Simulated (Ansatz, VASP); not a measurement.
# One calculation of GaP2, two programs

```
CELL_PARAMETERS angstrom
3.79085 0.00000 0.00000
0.00000 3.79085 0.00000
0.00000 0.00000 3.83320
ATOMIC_POSITIONS crystal
Ga 0.00000 0.00000 0.00000
P 0.50000 0.00000 0.74132
P 0.00000 0.50000 0.25868
```

Change from the starting cell: species swapped into the Ta2H type (P-4m2, No. 115).

Alike in both runs: task relaxation of cell and atoms; functional PBE; k mesh 4 × 4 × 4; occupations gaussian, width 0.1 eV; no spin polarisation.

```csv
,VASP,Ansatz
version,VASP 6.6.1,Ansatz 0.2.0
potentials or method,"VASP PAW PBE potentials, release 64 (Ga_d, P)","scalar-relativistic, plane waves, PAW"
plane-wave cutoff (eV),600,420
valence electrons in the cell,23,23
```

|  | VASP | Ansatz | Ansatz less VASP |
| --- | --- | --- | --- |
| gap on the k mesh at the Fermi level, each at its own relaxed structure (eV) | none | none | - |
| relaxed volume (Å³/atom) | 17.79 | 17.80 | +0.016 |
| relaxed cell length with the largest relative difference (Å) | 3.619 | 3.621 | +0.0018 |
| energy change over the relaxation (meV/atom) | -805 | -808 | -2.9 |

A gap of «none» marks a metal or a gap that the smearing closes.

Caveats: the k mesh is coarse (spacing up to 0.41 Å⁻¹), so the values aren't converged.
